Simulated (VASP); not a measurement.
The system is MgO2.

```xyz
12
Lattice="4.8286 0.0000 0.0000 0.0000 4.8286 0.0000 0.0000 0.0000 4.8286" Properties=species:S:1:pos:R:3 pbc="T T T"
Mg    0.0000    0.0000    0.0000
Mg    2.4143    0.0000    2.4143
Mg    2.4143    2.4143    0.0000
Mg    0.0000    2.4143    2.4143
O     2.8461    4.3968    0.4318
O     4.3968    0.4318    2.8461
O     0.4318    2.8461    4.3968
O     1.9825    1.9825    1.9825
O     2.8461    2.8461    2.8461
O     4.3968    1.9825    0.4318
O     0.4318    4.3968    1.9825
O     1.9825    0.4318    4.3968
```

The cell is a database's computed one.

```yaml
Program: VASP 6.6.1
Task: relaxation of cell and atoms
Functional: optB88-vdW
Potentials_or_basis: VASP PAW PBE potentials, release 64 (Mg, O)
Cutoff: 600 eV
k_mesh: 6 × 6 × 6
Occupations: fermi-dirac, width 0.05 eV
Spin: no spin polarisation
```

At the start: pressure 3.2 GPa; volume 9.38 Å³/atom.

Task: Where does the relaxation end?

Result: Over 4 steps the energy falls by 2.6 meV/atom and the volume is 9.56 Å³/atom (+1.9 %); space group Pa-3 (No. 205, to 0.05 Å).

Step by step:
```tsv
step	energy change (eV)	largest force (eV/Å)	pressure (GPa)	volume (Å³)
1	0.0000	0.4236	3.22	112.58
2	0.0090	0.5871	-2.11	115.69
3	-0.0293	0.0813	0.65	113.99
4	-0.0315	0.0022	-0.06	114.68
```

Final structure:
```
Mg O
1.0
     4.85843    0.00000    0.00000
     0.00000    4.85843    0.00000
     0.00000    0.00000    4.85843
Mg O
4 8
Direct
  0.00000 0.00000 0.00000
  0.50000 0.00000 0.50000
  0.50000 0.50000 0.00000
  0.00000 0.50000 0.50000
  0.59023 0.90977 0.09023
  0.90977 0.09023 0.59023
  0.09023 0.59023 0.90977
  0.40977 0.40977 0.40977
  0.59023 0.59023 0.59023
  0.90977 0.40977 0.09023
  0.09023 0.90977 0.40977
  0.40977 0.09023 0.90977
```

Caveat: the PAW data sets were made with another functional, which shifts forces and pressure a little.
